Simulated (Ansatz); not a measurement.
Computed with DFT PBE, scalar-relativistic, plane waves, PAW in Ansatz 0.2.0. Settings: cutoff 420 eV, Γ-centred meshes spaced at most about 0.3 Å⁻¹, and about 0.25 Å⁻¹ or finer for metals (2π included), Gaussian smearing. No spin polarisation in the final relaxations.

All energies are static (0 K, no zero-point motion).

Two forms of ZrSi2 were relaxed alike.

A.

```yaml
crystal:
  lattice:
    - [-1.94024, 1.94024, 3.86518]
    - [1.94024, -1.94024, 3.86518]
    - [1.94024, 1.94024, -3.86518]
  atoms:
    - { symbol: Zr, position: [0.50000, 0.50000, 0.00000] }
    - { symbol: Si, position: [0.00000, 0.00000, 0.00000] }
    - { symbol: Si, position: [0.75000, 0.25000, 0.50000] }
```

B.

```yaml
crystal:
  lattice:
    - [-2.66014, 2.66014, 2.30635]
    - [2.66014, -2.66014, 2.30635]
    - [2.66014, 2.66014, -2.30635]
  atoms:
    - { symbol: Zr, position: [0.00000, 0.00000, 0.00000] }
    - { symbol: Si, position: [0.50000, 0.00000, 0.50000] }
    - { symbol: Si, position: [0.00000, 0.50000, 0.50000] }
```

Question: Which would you expect to be lower, and how large is the difference?

Answer: A is lower, by 0.40 eV/atom. A has space group I-4m2 (No. 119), 19.4 Å³/atom and no gap on its mesh; B has space group I4/mmm (No. 139), 21.8 Å³/atom and no gap. Counting Si atoms around Zr (those within 1.25 times the shortest such distance or 1.15 times the sum of covalent radii, 1.27 where that leaves under three), A has Zr 8 and B has Zr 4. B holds Si–Si chains (shortest 2.31 Å); in A the shortest Si–Si distance is 2.74 Å, near bonding range too. The denser one is the lower, and pressure would at first widen the difference. In A, Zr is surrounded by 8 Si at 2.74 Å; Si on its first site has 4 Si at 2.74 Å and 4 Zr at 2.74 Å; Si on its second site is surrounded by 4 Si at 2.74 Å and 4 Zr at 2.74 Å. In B, Zr has 4 Si at 2.66 Å; Si is surrounded by 2 Si at 2.31 Å and 2 Zr at 2.66 Å. Both come from invented guesses. A third cell relaxed alike, in Cmcm (a cell as deposited in COD), lies 0.69 eV/atom below the lower of the two.

Cells relaxed within their symmetry can be saddle points.

The preference for A probably comes from better Zr–Si bonding. Zirconium has eight silicon neighbours there against four in B, so its d states can mix with Si p states in more directions. B has the shorter Zr–Si contacts and strong Si–Si bonds at 2.31 Å, but these don't make up for the open surroundings of the metal. Its silicon chains are also straight, an awkward geometry for an element that favours bent or tetrahedral bonding. At 2.74 Å, the Si–Si contacts in A are weak by comparison.

Silicon chains are not unfavourable in themselves: the known Cmcm disilicide combines zigzag Si chains and flat Si layers with high coordination of Zr. That this cell lies 0.69 eV/atom below A agrees with its being the observed structure, and suggests that ZrSi2 gains most when Si–Si and Zr–Si bonding are satisfied together. The order of A and B therefore ranks two unfavourable arrangements, and says nothing about the stability of either against decomposition into other silicides or the elements.
